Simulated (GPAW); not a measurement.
Write an ASE script for GPAW 26.7.0 that does the following.

- Task: band structure
- Functional: r2SCAN
- Potentials or basis: GPAW PAW data sets (gpaw-data 1.2.1)
- Cutoff: 600 eV
- Basis: pw
- k mesh: 5 × 5 × 2
- Occupations: fermi-dirac, width 0.05 eV
- Spin: no spin polarisation
- Maxiter: 150
- Band path: GXMGZRAZ,XR,MA
- Band points: 60

The system is SnSe, a slab with vacuum.

```
Sn Se
1.0
     4.28533    0.00000    0.00000
     0.00000    4.28533    0.00000
     0.00000    0.00000   10.99069
Sn Se
2 2
Direct
  0.00000 0.50000 0.62777
  0.50000 0.00000 0.37223
  0.00000 0.50000 0.38396
  0.50000 0.00000 0.61604
```

One way to write it, as run:

run.py

```python
from ase import Atoms
from ase.dft.bandgap import bandgap
from ase.io import write
from ase.units import GPa
from gpaw import GPAW, PW

atoms = Atoms(['Sn', 'Sn', 'Se', 'Se'],
              cell=[[4.2853274191, 0.0, 0.0],
                    [0.0, 4.2853274191, 0.0],
                    [0.0, 0.0, 10.99069213]],
              scaled_positions=[[0.0, 0.5, 0.62777089],
                                [0.5, 0.0, 0.37222911],
                                [0.0, 0.5, 0.38396051],
                                [0.5, 0.0, 0.61603949]],
              pbc=True)

calc = GPAW(mode=PW(600),
            xc='MGGA_X_R2SCAN+MGGA_C_R2SCAN',
            kpts={'size': (5, 5, 2), 'gamma': True},
            occupations={'name': 'fermi-dirac', 'width': 0.05},
            nbands=33,
            convergence={'density': 1e-05, 'energy': 1e-05},
            maxiter=150,
            txt='gpaw.txt')
atoms.calc = calc
energy = atoms.get_potential_energy()
forces = atoms.get_forces()
stress = atoms.get_stress()
calc.write('gs.gpw')
write('result.traj', atoms)
print(f'Energy: {energy:.6f} eV')
print('Forces (eV/A):')
print(forces.round(4))
print('Stress (GPa):', (stress / GPa).round(3))
print('Fermi level:', round(calc.get_fermi_level(), 4), 'eV')
print(f'Gap: {bandgap(calc)[0]:.4f} eV, direct: {bandgap(calc, direct=True)[0]:.4f} eV')

path = atoms.cell.bandpath('GXMGZRAZ,XR,MA', npoints=60, eps=1e-4)
bs_calc = calc.fixed_density(kpts=path, symmetry='off', nbands=63,
                             convergence={'bands': 'CBM+6.0', 'eigenstates': 1e-6}, txt='bands.txt')
bs = bs_calc.band_structure()
bs.write('bs.json')
print(f'Gap on the path: {bandgap(bs_calc)[0]:.4f} eV')
```

Potentials or basis: GPAW PAW data sets (gpaw-data 1.2.1), pw.

Run with:

```sh
$ OMP_NUM_THREADS=1 python run.py
```

Results of the run:

```json
{
 "Largest force": "0.028 eV/Å",
 "Band gap on the k mesh": "1.18 eV, direct",
 "Band gap along the path": "1.23 eV, direct"
}
```

Caveat: the PAW data sets were made with another functional, which shifts forces and pressure a little; spin-orbit coupling is left out, which moves the levels of the heavy elements.

Wall time 13 min on 1 thread of Arm Neoverse V2, on a shared host, peak memory 0.93 GiB.
